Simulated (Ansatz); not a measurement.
## The polar optical mode of AlAs at 22 GPa, worked through

All numbers below come from DFT PBE, scalar-relativistic, plane waves, PAW in Ansatz. Cutoff 420 eV, 10×10×10 k-points (Γ-centred), fixed occupations. No spin polarisation. Phonons by linear response, acoustic sum rule imposed.

The cell, relaxed at 22 GPa:
```
Al As
1.0
     0.00000    2.67044    2.67044
     2.67044    0.00000    2.67044
     2.67044    2.67044    0.00000
Al As
1 1
Direct
  0.00000 0.00000 0.00000
  0.75000 0.75000 0.75000
```

Other phases may be more stable at this pressure.

Linear response gives ν_TO = 437.7 cm⁻¹, Born charges ±2.028 e (positive on Al) and ε∞ = 8.768. The primitive cell holds 38.087 Å³, and the masses are 26.982 and 74.922 amu.

Q: Find ν_LO and the static dielectric constant.

A: The long-wave field adds a restoring force: ω_LO² − ω_TO² = Z*²e²/(ε_vac ε∞ μV). In these units ν_LO² − ν_TO² = 4.92064×10⁷ Z*²/(μ V ε∞) cm⁻², with μ = m₁m₂/(m₁ + m₂) = 19.837 amu: 30542 cm⁻². So ν_LO = √(437.7² + 30542) = 471.3 cm⁻¹, and the run gives 471.3. Lyddane–Sachs–Teller then gives ε0 = ε∞ (ν_LO/ν_TO)² = 10.16, against 10.16 in the run (it forms both from the same three quantities, so the match checks the arithmetic only). Between ν_TO and ν_LO the dielectric function is negative and an undamped crystal reflects fully: a reststrahlen band from 21.2 to 22.8 μm.

Q: What do the Clausius–Mossotti polarisability and the Szigeti charge come to?

A: With the Lorentz local field, α = (3V/4π)(ε∞ − 1)/(ε∞ + 2) = 6.56 Å³ for the pair, and e_S = 3Z*/(ε∞ + 2) = 0.56 e. The Born charge includes the electrons' response to the dipole's own local field, and e_S takes that enhancement out. The Lorentz field assumes point-like polarisable ions, a poor picture once ε∞ is this large, since the electron clouds then overlap or are shared, so both numbers are formal here.

Q: How strongly does a slow electron couple to the LO mode?

A: For one isotropic parabolic band, Fröhlich's constant is α_F = (1/ε∞ − 1/ε0) √(m* Ry/ħω_LO), with Ry = 13.606 eV, ħω_LO = 58.4 meV and m* in free-electron masses: α_F = 0.0157 × 15.26 × √m* = 0.24 √m*. The band mass isn't part of this run; for m* = 0.1, 0.3 and 1 it gives 0.08, 0.13, 0.24. In weak coupling the polaron lies α_F ħω_LO below the band edge (8 meV at m* = 0.3) with a mass m*(1 + α_F/6); past α_F of about 5 or 6 that expansion fails. A semilocal functional's ε∞ tends to be too large, which taken alone lowers α_F.

Cost: 1 run of about 1.3 core-minutes, on Arm Neoverse V1 (shared hosts).

The polar mode is governed mainly by short-range bond forces: the long-range field raises it only from 437.7 to 471.3 cm⁻¹. Stiff, partly covalent sp³ bonds and the light Al atom, which carries most of the relative motion, keep the transverse frequency high, while electronic screening weakens the field that splits the modes. The Born charge of about two is no measure of static ionicity, since it includes charge that flows along the bonds as the sublattices shift.

The same balance explains the weak Fröhlich coupling. The lattice adds little to the electronic dielectric constant, and the high phonon energy lowers the coupling further, so all three trial masses stay well inside the perturbative regime. This supports a large, mobile polaron rather than a self-trapped carrier, as far as polar coupling alone decides. AlAs is an indirect semiconductor whose lowest conduction valleys lie near X and are strongly anisotropic, so the single isotropic mass gives a scale for the electron's coupling, not its actual polaron mass.
